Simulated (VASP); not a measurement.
# Al (Fm-3m) in VASP: a series of runs

One crystal, Al, is run at these levels: PBE; tasks: relaxation of cell and atoms.

Everything below comes from runs of VASP 6.6.1. Logs are shortened: lines on timing, memory, paths and dates and some standing lists are left out, and cuts for length are marked.

## (1) The crystal as given

Symmetry: Fm-3m, No. 225, cubic system. Conventional cell: a = 4.050 Å, b = 4.050 Å, c = 4.050 Å, α = 90.00°, β = 90.00°, γ = 90.00°. Al (site symmetry m-3m) is surrounded by 12 Al at 2.86 Å.

## (2) Relaxation of cell and atoms, PBE

File INCAR:

```
SYSTEM = Al
PREC     = Accurate       ! precision mode
ENCUT    = 520            ! plane-wave cutoff, eV
EDIFF    = 1E-7           ! SCF threshold, eV
ISMEAR   = 0              ! smearing method
SIGMA    = 0.1            ! smearing width, eV
LREAL    = .False.        ! projectors in reciprocal space
LASPH    = .True.         ! aspherical terms in the spheres
NELM     = 80             ! most SCF steps
ALGO     = Fast           ! electronic algorithm
ISIF     = 3              ! what is computed and relaxed
LWAVE    = .False.        ! write WAVECAR
LCHARG   = .False.        ! write CHGCAR
GGA      = PE             ! functional
IBRION   = 2              ! ionic algorithm
NSW      = 80             ! ionic steps
EDIFFG   = -0.002         ! ionic threshold
```

File KPOINTS:

```
regular mesh
0
Gamma
  18 18 18
  0 0 0
```

File POSCAR:

```
Al
1.0
    0.0000000000      2.0248050000      2.0248050000
    2.0248050000      0.0000000000      2.0248050000
    2.0248050000      2.0248050000      0.0000000000
Al
1
Direct
    0.0000000000      0.0000000000      0.0000000000
```

Potentials or basis: VASP PAW PBE potentials, release 64 (Al).

Launch:

```console
$ cat potpaw_PBE.64/Al/POTCAR > POTCAR
$ mpirun -np 1 vasp_std > vasp.out
```

OUTCAR:

```text
SYSTEM = Al
   PREC = Accurate
   ENCUT = 520
   EDIFF = 1E-7
   ISMEAR = 0
   LREAL = .False.
   LASPH = .True.
   NELM = 80
   ISIF = 3
   GGA = PE
   IBRION = 2
   NSW = 80
   EDIFFG = -0.002

 ion  position               nearest neighbor table
   1  0.000  0.000  0.000-

  LATTYP: Found a face centered cubic cell.
 ALAT       =     4.0496100000

  Lattice vectors:

 A1 = (   0.0000000000,   2.0248050000,   2.0248050000)
 A2 = (   2.0248050000,   0.0000000000,   2.0248050000)
 A3 = (   2.0248050000,   2.0248050000,   0.0000000000)

Analysis of symmetry for initial positions (statically):
=====================================================================
 Subroutine PRICEL returns:
 Original cell was already a primitive cell.

 Routine SETGRP: Setting up the symmetry group for a
 face centered cubic supercell.

 Subroutine GETGRP returns: Found 48 space group operations
 (whereof 48 operations were pure point group operations)
 out of a pool of 48 trial point group operations.

The static configuration has the point symmetry O_h .

Analysis of symmetry for dynamics (positions and initial velocities):
=====================================================================
 Subroutine PRICEL returns:
 Original cell was already a primitive cell.

 Routine SETGRP: Setting up the symmetry group for a
 face centered cubic supercell.

 Subroutine GETGRP returns: Found 48 space group operations
 (whereof 48 operations were pure point group operations)
 out of a pool of 48 trial point group operations.

The dynamic configuration has the point symmetry O_h .

 Subroutine INISYM returns: Found 48 space group operations
 (whereof 48 operations are pure point group operations),
 and found     1 'primitive' translations

----------------------------------------------------------------------------------------

                                     Primitive cell

  volume of cell :      16.6027

  direct lattice vectors                    reciprocal lattice vectors
     0.000000000  2.024805000  2.024805000    -0.246937359  0.246937359  0.246937359
     2.024805000  0.000000000  2.024805000     0.246937359 -0.246937359  0.246937359
     2.024805000  2.024805000  0.000000000     0.246937359  0.246937359 -0.246937359

  length of vectors
     2.863506692  2.863506692  2.863506692     0.427708053  0.427708053  0.427708053
[... 92 lines left out ...]
   EMIN   =  10.00;   EMAX   =-10.00  energy-range for DOS
   EFERMI =   0.00;   METHOD = LEGACY
   ISMEAR =     0;   SIGMA  =   0.10  broadening in eV -4-tet -1-fermi 0-gaus
   EFERMI_NEDOS =   21; number of points for ismear=-14 and -15
   IALGO  =     68    algorithm
   IMIX   =      4    mixing-type and parameters
     AMIX     =   0.40;   BMIX     =  1.00
     AMIX_MAG =   1.60;   BMIX_MAG =  1.00
  volume/ion in A,a.u.               =      16.60       112.04
  Fermi-wavevector in a.u.,A,eV,Ry     =   0.925526  1.748991 11.654733  0.856599
  Thomas-Fermi vector in A             =   2.051390
   LORBIT       =      0    0 simple, 1 ext, 2 COOP (PROOUT), +10 PAW based schemes
   GGA     = PE    functional components
   LHFCALC =     F    Hartree Fock is set to
   AEXX    =    0.0000 exact exchange contribution
   IVDW    =     0    specifies the selected vdW correction
   LEPSILON=     F    determine dielectric tensor
   LRPA    =     F    only Hartree local field effects (RPA)
 conjugate gradient relaxation of ions
 non-spin polarized calculation
 RMM-DIIS sequential band-by-band and
 Gauss-broadening in eV      SIGMA  =   0.10
  energy-cutoff  :      520.00
  volume of cell :       16.60
 maximum number of plane-waves:       459
 NGX is ok and might be reduce to    24
   NGX = 11   NGY = 11   NGZ = 11

--------------------------------------- Ionic step        1  -------------------------------------------

 number of electron       3.0000000 magnetization

 Free energy of the ion-electron system (eV)
  ---------------------------------------------------
  ext. energy  EPLUGINS =         0.00000000
  ---------------------------------------------------
  free energy    TOTEN  =        -3.74436374 eV

  energy without entropy =       -3.74148545  energy(sigma->0) =       -3.74292460

------------------------ aborting loop because EDIFF is reached ----------------------------------------

  FORCE on cell =-STRESS in cart. coord.  units (eV):
  Direction    XX          YY          ZZ          XY          YZ          ZX
  --------------------------------------------------------------------------------------
  -------------------------------------------------------------------------------------
  Total       -0.0519242     -0.0519242     -0.0519242     -0.0000000     -0.0000000     -0.0000000
  in kB       -5.0107287     -5.0107287     -5.0107287     -0.0000000     -0.0000000     -0.0000000
  external PRESSURE =      -5.0107287 kB  Pullay stress =       0.0000000 kB
[... 57 lines left out ...]
--------------------------------------- Ionic step        3  -------------------------------------------

 number of electron       3.0000000 magnetization

 Free energy of the ion-electron system (eV)
  ---------------------------------------------------
  ext. energy  EPLUGINS =         0.00000000
  ---------------------------------------------------
  free energy    TOTEN  =        -3.74453750 eV

  energy without entropy =       -3.74161021  energy(sigma->0) =       -3.74307385

 E-fermi :   7.9959     XC(G=0): -10.1981

 val. band max:        7.9893574744   @ k =  -0.2778   0.2778   0.0556
 cond. band min:       7.9964273714   @ k =  -0.2778   0.5000   0.2222
 fundamental gap:      0.0070698970
 Fermi energy:         7.9959425658

 k-point     1 :       0.0000    0.0000    0.0000
  band No.  band energies     occupation
      1      -3.1327      2.00000
      2      20.6263      0.00000
      3      20.6263      0.00000
      4      20.6263      0.00000
      5      22.1216      0.00000
[... 177 lines left out ...]
 k-point    24 :      -0.2222    0.0556    0.0000
  band No.  band energies     occupation
      1      -1.4910      2.00000
      2      11.8465      0.00000
      3      17.2922      0.00000
      4      20.1445      0.00000
      5      21.8904      0.00000

 [... further k-points ...]

------------------------ aborting loop because EDIFF is reached ----------------------------------------

  FORCE on cell =-STRESS in cart. coord.  units (eV):
  Direction    XX          YY          ZZ          XY          YZ          ZX
  --------------------------------------------------------------------------------------
  -------------------------------------------------------------------------------------
  Total        0.0001114      0.0001114      0.0001114     -0.0000000     -0.0000000     -0.0000000
  in kB        0.0108206      0.0108206      0.0108206     -0.0000000     -0.0000000     -0.0000000
  external PRESSURE =       0.0108206 kB  Pullay stress =       0.0000000 kB
[... 16 lines left out ...]
  FREE ENERGIE OF THE ION-ELECTRON SYSTEM (eV)
  ---------------------------------------------------
  free  energy   TOTEN  =        -3.7445374955 eV

  energy  without entropy=       -3.7416102077  energy(sigma->0) =       -3.74307385

 reached required accuracy - stopping structural energy minimisation
```

Run time: 12 s. Hardware: 1 thread of Intel Xeon Platinum 8488C (Sapphire Rapids), shared host; peak memory 0.14 GiB.

What came out:

| Item | Value |
| --- | --- |
| Free energy | -3.7445 eV |
| Relaxed volume | 16.49 Å³/atom |
| Relaxed cell | a = 2.857 Å, b = 2.857 Å, c = 2.857 Å, α = 60.00°, β = 60.00°, γ = 60.00° |
| Space group after relaxing (to 0.05 Å) | Fm-3m (No. 225) |
| Energy gained by relaxing | 0.2 meV/atom |
| Ionic steps | 3 |
| Pressure after relaxing | 0.0 GPa |
| Band gap on the k mesh | none (metal or under the smearing width) |

The path:
```csv
step,energy change (eV),largest force (eV/Å),pressure (GPa),volume (Å³)
1,0.0000,0.0000,-0.50,16.60
2,-0.0002,0.0000,0.07,16.48
3,-0.0002,0.0000,0.00,16.49
```

Final structure:
```yaml
crystal:
  lattice:
    - [0.00000, 2.02033, 2.02033]
    - [2.02033, 0.00000, 2.02033]
    - [2.02033, 2.02033, 0.00000]
  atoms:
    - { symbol: Al, position: [0.00000, 0.00000, 0.00000] }
```

## (3) Relaxation of cell and atoms, PBE

This run uses another cell than the first one, of 16.49 Å³/atom, 0.993 times its volume.

INCAR is that of step 2.

KPOINTS is that of step 2.

File POSCAR:

```
Al                                      
1.0
   -0.0000000000      2.0203278149      2.0203278149
    2.0203278149     -0.0000000000      2.0203278149
    2.0203278149      2.0203278149     -0.0000000000
  Al            
     1
Direct
     0.0000000000000000    0.0000000000000000    0.0000000000000000
```

Potentials or basis: VASP PAW PBE potentials, release 64 (Al).

Launch:

```console
$ cat potpaw_PBE.64/Al/POTCAR > POTCAR
$ mpirun -np 1 vasp_std > vasp.out
```

OUTCAR:

```text
SYSTEM = Al
   PREC = Accurate
   ENCUT = 520
   EDIFF = 1E-7
   ISMEAR = 0
   LREAL = .False.
   LASPH = .True.
   NELM = 80
   ISIF = 3
   GGA = PE
   IBRION = 2
   NSW = 80
   EDIFFG = -0.002

 ion  position               nearest neighbor table
   1  0.000  0.000  0.000-

  LATTYP: Found a face centered cubic cell.
 ALAT       =     4.0406556298

  Lattice vectors:

 A1 = (   0.0000000000,   2.0203278149,   2.0203278149)
 A2 = (   2.0203278149,   0.0000000000,   2.0203278149)
 A3 = (   2.0203278149,   2.0203278149,   0.0000000000)

Analysis of symmetry for initial positions (statically):
=====================================================================
 Subroutine PRICEL returns:
 Original cell was already a primitive cell.

 Routine SETGRP: Setting up the symmetry group for a
 face centered cubic supercell.

 Subroutine GETGRP returns: Found 48 space group operations
 (whereof 48 operations were pure point group operations)
 out of a pool of 48 trial point group operations.

The static configuration has the point symmetry O_h .

Analysis of symmetry for dynamics (positions and initial velocities):
=====================================================================
 Subroutine PRICEL returns:
 Original cell was already a primitive cell.

 Routine SETGRP: Setting up the symmetry group for a
 face centered cubic supercell.

 Subroutine GETGRP returns: Found 48 space group operations
 (whereof 48 operations were pure point group operations)
 out of a pool of 48 trial point group operations.

The dynamic configuration has the point symmetry O_h .

 Subroutine INISYM returns: Found 48 space group operations
 (whereof 48 operations are pure point group operations),
 and found     1 'primitive' translations

----------------------------------------------------------------------------------------

                                     Primitive cell

  volume of cell :      16.4928

  direct lattice vectors                    reciprocal lattice vectors
     0.000000000  2.020327815  2.020327815    -0.247484590  0.247484590  0.247484590
     2.020327815  0.000000000  2.020327815     0.247484590 -0.247484590  0.247484590
     2.020327815  2.020327815  0.000000000     0.247484590  0.247484590 -0.247484590

  length of vectors
     2.857174996  2.857174996  2.857174996     0.428655883  0.428655883  0.428655883

  position of ions in fractional coordinates (direct lattice)
     0.000000000  0.000000000  0.000000000

  ion indices of the primitive-cell ions
   primitive index   ion index
                 1           1

----------------------------------------------------------------------------------------

 KPOINTS: regular mesh

Automatic generation of k-mesh.
 Grid dimensions read from file:
 generate k-points for:   18   18   18

 Generating k-lattice:

  Cartesian coordinates                     Fractional coordinates (reciprocal lattice)
    -0.013749144  0.013749144  0.013749144     0.055555556  0.000000000  0.000000000
     0.013749144 -0.013749144  0.013749144     0.000000000  0.055555556  0.000000000
     0.013749144  0.013749144 -0.013749144     0.000000000  0.000000000  0.055555556

  Length of vectors
     0.023814216  0.023814216  0.023814216

  Shift w.r.t. Gamma in fractional coordinates (k-lattice)
     0.000000000  0.000000000  0.000000000

 Subroutine IBZKPT returns following result:
 ===========================================

 Found    195 irreducible k-points:

 Following reciprocal coordinates:
            Coordinates               Weight
  0.000000  0.000000  0.000000      1.000000
  0.055556  0.000000  0.000000      8.000000
  0.111111  0.000000  0.000000      8.000000
  0.166667  0.000000  0.000000      8.000000
  0.222222  0.000000  0.000000      8.000000
  0.277778  0.000000  0.000000      8.000000
[... 16 lines left out ...]
 -0.277778  0.055556  0.000000     24.000000
 -0.222222  0.055556  0.000000     24.000000
 [... further k-points ...]
   k-points           NKPTS =    195   k-points in BZ     NKDIM =    195   number of bands    NBANDS=      5
   number of dos      NEDOS =    301   number of ions     NIONS =      1
   total plane-waves  NPLWV =  13824
   dimension x,y,z NGX =    24 NGY =   24 NGZ =   24
   dimension x,y,z NGXF=    48 NGYF=   48 NGZF=   48
   ions per type =               1
   NGX,Y,Z   is equivalent  to a cutoff of  13.96, 13.96, 13.96 a.u.
   NGXF,Y,Z  is equivalent  to a cutoff of  27.93, 27.93, 27.93 a.u.
 SYSTEM =  Al
   PREC   = accura    normal or accurate (medium, high low for compatibility)
   ISTART =      0    job   : 0-new  1-cont  2-samecut
   ICHARG =      2    charge: 1-file 2-atom 10-const
   ISPIN  =      1    spin polarized calculation?
   LNONCOLLINEAR =      F non collinear calculations
   LSORBIT =      F    spin-orbit coupling
   LASPH  =      T    aspherical Exc in radial PAW
   ENCUT  =  520.0 eV  38.22 Ry    6.18 a.u.   5.31  5.31  5.31*2*pi/ulx,y,z
   NELM   =     80;   NELMIN=  2; NELMDL= -5     # of ELM steps
   EDIFF  = 0.1E-06   stopping-criterion for ELM
   LREAL  =      F    real-space projection
   EDIFFG = -.2E-02   stopping-criterion for IOM
   NSW    =     80    number of steps for IOM
   IBRION =      2    ionic relax: 0-MD 1-quasi-New 2-CG
   NFREE  =      1    steps in history (QN), initial steepest desc. (CG)
   ISIF   =      3    stress and relaxation
   ISYM   =      2    0-nonsym 1-usesym 2-fastsym
   POTIM  = 0.5000    time-step for ionic-motion
   TEBEG  =    0.0;   TEEND  =   0.0 temperature during run
   PSTRESS=    0.0 pullay stress
   NELECT =       3.0000    total number of electrons
   NUPDOWN=      -1.0000    fix difference up-down
   EMIN   =  10.00;   EMAX   =-10.00  energy-range for DOS
   EFERMI =   0.00;   METHOD = LEGACY
   ISMEAR =     0;   SIGMA  =   0.10  broadening in eV -4-tet -1-fermi 0-gaus
   EFERMI_NEDOS =   21; number of points for ismear=-14 and -15
   IALGO  =     68    algorithm
   IMIX   =      4    mixing-type and parameters
     AMIX     =   0.40;   BMIX     =  1.00
     AMIX_MAG =   1.60;   BMIX_MAG =  1.00
  volume/ion in A,a.u.               =      16.49       111.30
  Fermi-wavevector in a.u.,A,eV,Ry     =   0.927577  1.752867 11.706446  0.860399
  Thomas-Fermi vector in A             =   2.053662
   LORBIT       =      0    0 simple, 1 ext, 2 COOP (PROOUT), +10 PAW based schemes
   GGA     = PE    functional components
   LHFCALC =     F    Hartree Fock is set to
   AEXX    =    0.0000 exact exchange contribution
   IVDW    =     0    specifies the selected vdW correction
   LEPSILON=     F    determine dielectric tensor
   LRPA    =     F    only Hartree local field effects (RPA)
 conjugate gradient relaxation of ions
 non-spin polarized calculation
 RMM-DIIS sequential band-by-band and
 Gauss-broadening in eV      SIGMA  =   0.10
  energy-cutoff  :      520.00
  volume of cell :       16.49
 maximum number of plane-waves:       459
 NGX is ok and might be reduce to    24
   NGX = 11   NGY = 11   NGZ = 11

 number of electron       3.0000000 magnetization

 Free energy of the ion-electron system (eV)
  ---------------------------------------------------
  ext. energy  EPLUGINS =         0.00000000
  ---------------------------------------------------
  free energy    TOTEN  =        -3.74453174 eV

  energy without entropy =       -3.74160445  energy(sigma->0) =       -3.74306809

 E-fermi :   7.9959     XC(G=0): -10.1981

 val. band max:        7.9893641538   @ k =  -0.2778   0.2778   0.0556
 cond. band min:       7.9964296339   @ k =  -0.2778   0.5000   0.2222
 fundamental gap:      0.0070654801
 Fermi energy:         7.9959490822

 k-point     1 :       0.0000    0.0000    0.0000
  band No.  band energies     occupation
      1      -3.1327      2.00000
      2      20.6263      0.00000
      3      20.6263      0.00000
      4      20.6264      0.00000
      5      22.1216      0.00000

 k-point     2 :       0.0556    0.0000    0.0000
  band No.  band energies     occupation
      1      -3.0488      2.00000
      2      19.1088      0.00000
      3      20.3147      0.00000
      4      20.3147      0.00000
      5      22.5642      0.00000
[... 169 lines left out ...]
 k-point    24 :      -0.2222    0.0556    0.0000
  band No.  band energies     occupation
      1      -1.4910      2.00000
      2      11.8465      0.00000
      3      17.2922      0.00000
      4      20.1445      0.00000
      5      21.8905      0.00000

 [... further k-points ...]

------------------------ aborting loop because EDIFF is reached ----------------------------------------

  FORCE on cell =-STRESS in cart. coord.  units (eV):
  Direction    XX          YY          ZZ          XY          YZ          ZX
  --------------------------------------------------------------------------------------
  -------------------------------------------------------------------------------------
  Total       -0.0000242     -0.0000242     -0.0000242     -0.0000000      0.0000000      0.0000000
  in kB       -0.0023536     -0.0023536     -0.0023536     -0.0000000      0.0000000      0.0000000
  external PRESSURE =      -0.0023536 kB  Pullay stress =       0.0000000 kB

 VOLUME and BASIS-vectors are now :
 -----------------------------------------------------------------------------
  energy-cutoff  :      520.00
  volume of cell :       16.49
      direct lattice vectors                 reciprocal lattice vectors
     0.000000000  2.020327815  2.020327815    -0.247484590  0.247484590  0.247484590
     2.020327815  0.000000000  2.020327815     0.247484590 -0.247484590  0.247484590
     2.020327815  2.020327815  0.000000000     0.247484590  0.247484590 -0.247484590

 POSITION                                       TOTAL-FORCE (eV/Angst)
 -----------------------------------------------------------------------------------
      0.00000      0.00000      0.00000         0.000000      0.000000      0.000000
 -----------------------------------------------------------------------------------
    total drift:                                0.000000     -0.000000     -0.000000

  FREE ENERGIE OF THE ION-ELECTRON SYSTEM (eV)
  ---------------------------------------------------
  free  energy   TOTEN  =        -3.7445317432 eV

  energy  without entropy=       -3.7416044465  energy(sigma->0) =       -3.74306809

 reached required accuracy - stopping structural energy minimisation
```

It took 7.5 s on 1 thread of Intel Xeon Platinum 8488C (Sapphire Rapids), shared host; peak memory 0.14 GiB.

What came out:

| Item | Value |
| --- | --- |
| Free energy | -3.7445 eV |
| Pressure after relaxing | 0.0 GPa |
| Band gap on the k mesh | none (metal or under the smearing width) |

Final structure:
```
Al
1.0
     0.00000    2.02033    2.02033
     2.02033    0.00000    2.02033
     2.02033    2.02033    0.00000
Al
1
Direct
  0.00000 0.00000 0.00000
```

Caveat: the relaxation stopped at its first step, so nothing moved.
